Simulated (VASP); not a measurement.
Set up this calculation in VASP 6.6.1, as the native input.

* Task: band structure
* Functional: RPBE
* Dispersion: D3
* Potentials or basis: VASP PAW PBE potentials, release 64 (W_sv)
* Cutoff: 520 eV
* k mesh: 8 × 8 × 8
* Occupations: methfessel-paxton, width 0.1 eV
* Spin: spin-orbit coupling, no magnetisation
* Further INCAR settings: ALGO = Normal; EDIFF = 1e-06; NBANDS = 38; BMIX = 3.0

Crystal: W.

```
CELL_PARAMETERS angstrom
0.00000 2.03000 2.03000
2.03000 0.00000 2.03000
2.03000 2.03000 0.00000
ATOMIC_POSITIONS crystal
W 0.00000 0.00000 0.00000
```

This isn't the form of W at room conditions, which is bcc.

The input as run:

POSCAR

```
W
1.0
    0.0000000000      2.0300000000      2.0300000000
    2.0300000000      0.0000000000      2.0300000000
    2.0300000000      2.0300000000      0.0000000000
W
1
Direct
    0.0000000000      0.0000000000      0.0000000000
```

INCAR.step1

```
SYSTEM = W
ALGO     = Normal         ! electronic algorithm
BMIX     = 3.0          
EDIFF    = 1E-6           ! SCF threshold, eV
ENCUT    = 520            ! plane-wave cutoff, eV
GGA      = RP             ! functional
GGA_COMPAT= .FALSE.      
ISIF     = 2              ! what is computed and relaxed
ISMEAR   = 1              ! smearing method
IVDW     = 11             ! dispersion correction
LASPH    = .TRUE.         ! aspherical terms in the spheres
LCHARG   = .TRUE.         ! write CHGCAR
LMAXMIX  = 4              ! l up to which the mixer works
LORBIT   = 11             ! projections on sites
LREAL    = .FALSE.        ! projectors in reciprocal space
LSORBIT  = .TRUE.         ! spin-orbit coupling
LWAVE    = .FALSE.        ! write WAVECAR
MAGMOM   = 0 0 0          ! initial moments
NBANDS   = 38             ! bands
NELM     = 60             ! most SCF steps
PREC     = Accurate       ! precision mode
SIGMA    = 0.1            ! smearing width, eV
```

KPOINTS.step1

```
k-points
0
G
  8 8 8
  0 0 0
```

INCAR.step2

```
SYSTEM = W
ALGO     = Normal         ! electronic algorithm
BMIX     = 3.0          
EDIFF    = 1E-6           ! SCF threshold, eV
ENCUT    = 520            ! plane-wave cutoff, eV
GGA      = RP             ! functional
GGA_COMPAT= .FALSE.      
ICHARG   = 11             ! starting density
ISIF     = 2              ! what is computed and relaxed
ISMEAR   = 0              ! smearing method
IVDW     = 11             ! dispersion correction
LASPH    = .TRUE.         ! aspherical terms in the spheres
LCHARG   = .FALSE.        ! write CHGCAR
LMAXMIX  = 4              ! l up to which the mixer works
LORBIT   = 11             ! projections on sites
LREAL    = .FALSE.        ! projectors in reciprocal space
LSORBIT  = .TRUE.         ! spin-orbit coupling
LWAVE    = .FALSE.        ! write WAVECAR
MAGMOM   = 0 0 0          ! initial moments
NBANDS   = 38             ! bands
NELM     = 60             ! most SCF steps
PREC     = Accurate       ! precision mode
SIGMA    = 0.05           ! smearing width, eV
```

KPOINTS.step2

```
path GXWKGLUWLK,UX
20
line-mode
reciprocal
 0.0000000000  0.0000000000  0.0000000000  G
 0.5000000000  0.0000000000  0.5000000000  X

 0.5000000000  0.0000000000  0.5000000000  X
 0.5000000000  0.2500000000  0.7500000000  W

 0.5000000000  0.2500000000  0.7500000000  W
 0.3750000000  0.3750000000  0.7500000000  K

 0.3750000000  0.3750000000  0.7500000000  K
 0.0000000000  0.0000000000  0.0000000000  G

 0.0000000000  0.0000000000  0.0000000000  G
 0.5000000000  0.5000000000  0.5000000000  L

 0.5000000000  0.5000000000  0.5000000000  L
 0.6250000000  0.2500000000  0.6250000000  U

 0.6250000000  0.2500000000  0.6250000000  U
 0.5000000000  0.2500000000  0.7500000000  W

 0.5000000000  0.2500000000  0.7500000000  W
 0.5000000000  0.5000000000  0.5000000000  L

 0.5000000000  0.5000000000  0.5000000000  L
 0.3750000000  0.3750000000  0.7500000000  K

 0.6250000000  0.2500000000  0.6250000000  U
 0.5000000000  0.0000000000  0.5000000000  X
```

Potentials or basis: VASP PAW PBE potentials, release 64 (W_sv).

Launch:

```console
$ cat potpaw_PBE.64/W_sv/POTCAR > POTCAR
$ cp INCAR.step1 INCAR
$ cp KPOINTS.step1 KPOINTS
$ mpirun -np 1 vasp_ncl > vasp.out
$ cp INCAR.step2 INCAR
$ cp KPOINTS.step2 KPOINTS
$ mpirun -np 1 vasp_ncl > vasp.out
```

It gave:

```json
{
  "Dispersion energy per atom": "-0.754 eV"
}
```

Caveat: the log is that of the step along the path at fixed density, whose energy, stress, charges and moments have no meaning.

It took 3 min on 1 thread of Intel(R) Xeon(R) Platinum 8488C (Sapphire Rapids), on a shared host, peak memory 0.32 GiB.
